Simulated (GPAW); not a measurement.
# Quasiparticle gap of TePb (Fm-3m) in GPAW, part 2 of 2

Aim: the G0W0 gap of TePb (Fm-3m) on PBE, step by step.

GPAW 26.7.0; PBE and many-body steps on it, plane waves. Known limits of the many-body steps: not at the basis limit; model gap, bands may invert with spin-orbit coupling; no spin-orbit coupling; coarse k mesh.

So far. Step 3 (Bands along the symmetry lines): The gap is 0.693 eV, as in the run before at this level. Step 4 (Empty states on the mesh, 4×4×4 mesh, 805 bands): On this mesh the gap is 0.693 eV.

## (5) Screening and self-energy, 4×4×4 mesh, 369 bands, screening to 180 eV

Now the one-shot GW correction: screening in the RPA, then the self-energy of the levels asked for.

This step: G0W0 on PBE, plane waves, PAW.

File run.py:

```python
import json
import numpy as np
from gpaw.mpi import world
from gpaw.response.g0w0 import G0W0

gw = G0W0('full.gpw',
    filename='gw',
    kpts=[0, 7],
    bands=(8, 12),
    ecut=180,
    nbands=369,
    integrate_gamma='WS',
    ppa=True)
gw.calculate()
res = {mode: {k: v for k, v in r.items() if k != 'sigma_eskwn'}
       for mode, r in gw.all_results.items()}

if world.rank == 0:
    with open('result.json', 'w') as f:
        json.dump(res, f, default=lambda x: x.tolist())
```

Run with:

```console
> mpirun -n 4 gpaw python run.py
```

Numbers of over 12 decimals in the logs are rounded to 6 here.

The log of the run:

```text
Using integrator: PointIntegrator
FrequencyGridDescriptor(from 0.000+0.000j to 0.000+27.211j eV, 2 points)
Nonperiodic BCs:  [False False False]
Using integrator: PointIntegrator
FrequencyGridDescriptor(from 0.000+0.000j to 0.000+27.211j eV, 2 points)
Nonperiodic BCs:  [False False False]
  ___  _ _ _
 |   || | | |
 | | || | | |
 |__ ||_____|
 |___|

BZ k-points: Symmetries present (total): 48

  [... matrices ...]
64 k-points: 4 x 4 x 4 Monkhorst-Pack grid + [1/8,1/8,1/8]
8 k-points in the irreducible part of the Brillouin zone
       k-points in crystal coordinates                weights
   0:     0.00000000    0.00000000    0.00000000          1/64
   1:     0.25000000    0.25000000    0.00000000          6/64
   2:     0.25000000    0.25000000    0.25000000          8/64
   3:     0.50000000    0.25000000   -0.25000000          6/64
   4:     0.50000000    0.25000000    0.25000000         12/64
   5:     0.50000000    0.50000000    0.00000000          3/64
   6:     0.50000000    0.50000000    0.25000000         24/64
   7:     0.50000000    0.50000000    0.50000000          4/64

Distributing spins, k-points and bands (1 x 2 x 4) over 4 processes
Number of blocks: 1

Quasi particle states:
k-points (IBZ indices): [0, 7]
Band range: (8, 12)
  [... matrices ...]
Computational parameters:
Plane wave cut-off: 180 eV
Number of bands: 369
Coulomb cutoff: None
Broadening: 0.1 eV

fxc modes: GW
Kernel: RPA
Using Godby-Needs plasmon-pole approximation:
  Fitting energy: i*E0, E0 = 1.000 Hartree
Summing all q:

Calculating screened Coulomb potential
No Coulomb truncation
FrequencyGridDescriptor(from 0.000+0.000j to 0.000+27.211j eV, 2 points)
Removing empty qpoint cache files...

Calculating chi0 body with:
    Ground state adapter containing:
    Number of spins: 1
    Number of kpoints: 64
    Number of irreducible kpoints: 8
    Number of completely occupied states: 10
    Number of partially occupied states: 10
    Occupied states memory: 2.109375 M / cpu

    Linear response parametrization:
    q_c: [0.0, 0.0, 0.0]
    Number of frequency points: 2
    Planewave cutoff: 180.0
    Number of bands: 369
    Number of planewaves: 339
    Broadening (eta): 1e-06
    comm.size: 4
    kncomm.size: 4
    blockcomm.size: 1

    Memory estimate of potentially large arrays:
        chi0_wGG: 3.507111 M / cpu
Integrating chi0 body.

Symmetries of q_c:
    Direct symmetries (Uq -> q): 48
    Indirect symmetries (TUq -> q): 0
In total 48 allowed symmetries.

  [... matrices ...]
8 groups of equivalent kpoints. 87.5% reduction.

Integral kind: response function
Integrating chi0 head and wings.

Symmetries of q_c:
    Direct symmetries (Uq -> q): 48
    Indirect symmetries (TUq -> q): 0
In total 48 allowed symmetries.

  [... matrices ...]
8 groups of equivalent kpoints. 87.5% reduction.

Integral kind: response function wings

Calculating chi0 body with:
    Ground state adapter containing:
    Number of spins: 1
    Number of kpoints: 64
    Number of irreducible kpoints: 8
    Number of completely occupied states: 10
    Number of partially occupied states: 10
    Occupied states memory: 2.109375 M / cpu

    Linear response parametrization:
[... the further q-points ...]

Results:
f:      Occupation numbers
eps:     KS-eigenvalues [eV]
vxc:     KS vxc [eV]
exx:     Exact exchange [eV]
sigma:   Self-energies [eV]
dsigma:  Self-energy derivatives
Z:       Renormalization factors
qp:      QP-energies [eV]

k-point 0 (0): (0.000, 0.000, 0.000)                GW
band       f     eps     vxc     exx   sigma  dsigma       Z      qp
                                                                   GW
   8   1.000   4.304 -13.261 -15.247   1.344  -0.292   0.774   3.808
   9   1.000   4.304 -13.261 -15.247   1.344  -0.292   0.774   3.808
  10   0.000   9.720 -12.873  -8.253  -4.624  -0.295   0.772   9.718
  11   0.000   9.720 -12.873  -8.253  -4.624  -0.295   0.772   9.718

k-point 1 (7): (0.500, 0.500, 0.500)                GW
band       f     eps     vxc     exx   sigma  dsigma       Z      qp
                                                                   GW
   8   1.000   4.768 -13.770 -15.516   1.111  -0.285   0.778   4.274
   9   1.000   5.697 -14.481 -15.155   0.239  -0.269   0.788   5.354
  10   0.000   6.389 -11.263  -8.147  -3.338  -0.255   0.797   6.212
  11   0.000   6.914 -11.613  -8.514  -3.335  -0.260   0.793   6.727
```

The job ended after 2.5 min (4 MPI ranks of AMD EPYC 9R45, shared host; peak memory 1.7 GiB; 10 min of CPU time).

Numbers from this step:

- G0W0 gap on the points computed: 0.8585 eV
- least direct G0W0 gap on the computed points: 0.8585 eV
- Z at the valence top: 0.7882
- Z at the conduction bottom: 0.7971
- starting gap on the mesh: 0.6927 eV
- k of the valence top: 0.5, 0.5, 0.5
- k of the conduction bottom: 0.5, 0.5, 0.5

The gap on the mesh goes from 0.69 eV to 0.86 eV, a correction of +0.17 eV.

Limits: finite bands, cutoff and mesh; model gap, bands may invert with spin-orbit coupling; no spin-orbit coupling; coarse k mesh. v1 is the top filled band, c1 the lowest empty one. The levels before and after the correction (eV, zero at the valence-band top of each column):

```csv
,conduction bottom,valence top
Kohn-Sham,0.69,0.00
G0W0,0.86,0.00
```

```csv
,level,energy (eV)
Kohn-Sham,(0.5 0.5 0.5) v2,-0.928
Kohn-Sham,(0.5 0.5 0.5) v1,0.000
Kohn-Sham,(0.5 0.5 0.5) c1,0.693
Kohn-Sham,(0.5 0.5 0.5) c2,1.217
G0W0,(0.5 0.5 0.5) v2,-1.080
G0W0,(0.5 0.5 0.5) v1,0.000
G0W0,(0.5 0.5 0.5) c1,0.858
G0W0,(0.5 0.5 0.5) c2,1.373
```

## (6) Where the time went

Times are wall times on 4 MPI ranks of AMD EPYC 9R45, shared host, good to a factor of about two.

```csv
step,time,share,memory (GiB)
ground state,3.8 s,2 %,0.61
bands along the symmetry lines,5.2 s,3 %,0.72
empty states on the mesh,6.6 s,4 %,1.5
screening and self-energy,2.5 min,91 %,1.7
```

## (7) Results

* PBE gap: 0.69 eV, direct
* G0W0 gap on the mesh: 0.86 eV
* GW settings: 4×4×4 mesh, 369 bands, screening to 180 eV, Godby-Needs plasmon pole
* known limits: not at the basis limit; model gap, bands may invert with spin-orbit coupling; no spin-orbit coupling; coarse k mesh

G0W0 moves the gap on the mesh from 0.69 eV to 0.86 eV (+0.17 eV), with Z of 0.79 and 0.80 at the edges. Only 2 of the mesh's irreducible points were corrected, so a valley elsewhere could overtake. The dearest step here is «screening and self-energy». Against experiment, by G0W0@PBE: the gap of 0.86 eV lies +0.67 eV from the measured 0.19 eV (electronic, 4 K, quoted 2008); the gap of 0.86 eV lies +0.49 eV from the measured 0.37 eV (transport, 2015); the direct gap of 0.86 eV lies +0.54 eV from the measured 0.32 eV (direct, 300 K, quoted 2017). An exciton line or allowed optical edge lies below the quasiparticle gap by the binding energy; a forbidden edge can push the onset above it. The calculation has static nuclei and no excitons; a measured gap holds zero-point and thermal motion, which in such lone-pair compounds can raise it as well as lower it. With atoms this heavy the missing spin-orbit coupling can matter too. Bands and cutoff are finite, so the gap is not at the basis limit. The miss can reach some tenths of an eV and take either sign; the mesh is an error of its own. These stock PAW sets were not made for GW; the filled d or f shell of Te lies in the frozen core, which bears on start and correction. In the G0W0 run levels were corrected at 2 k points alone, so a gap called «on the mesh» is the least over those, and an edge elsewhere would be missed. The 4×4×4 mesh is coarse for this cell, which bears on the long-range parts of exchange and screening. Where an edge is built on 6p states of lead, bismuth or thallium, scalar-relativistic gaps usually stand too wide, by a few tenths to over one eV. With atoms this heavy and so narrow a gap, spin-orbit coupling can invert the bands. These scalar-relativistic gaps are then model values, not to be set against experiment, and a spin-orbit change taken from DFT can't simply be added.

[Paths, hosts, dates, memory and timing lines, banners, echoed tables and standing remarks are left out of the program output.]

[Logs are printed without paths, hosts, clocks, repeated set-up lines and the standing remarks that a program may print on its own settings, such as how far it seeks lower states.]

[Runs of the session that timed out or met a known fault of the program may be left out.]

[Hosts, paths, dates, database ids (printed as entryN), source tags and the programs' standing remarks are cut or masked in the printed files.]
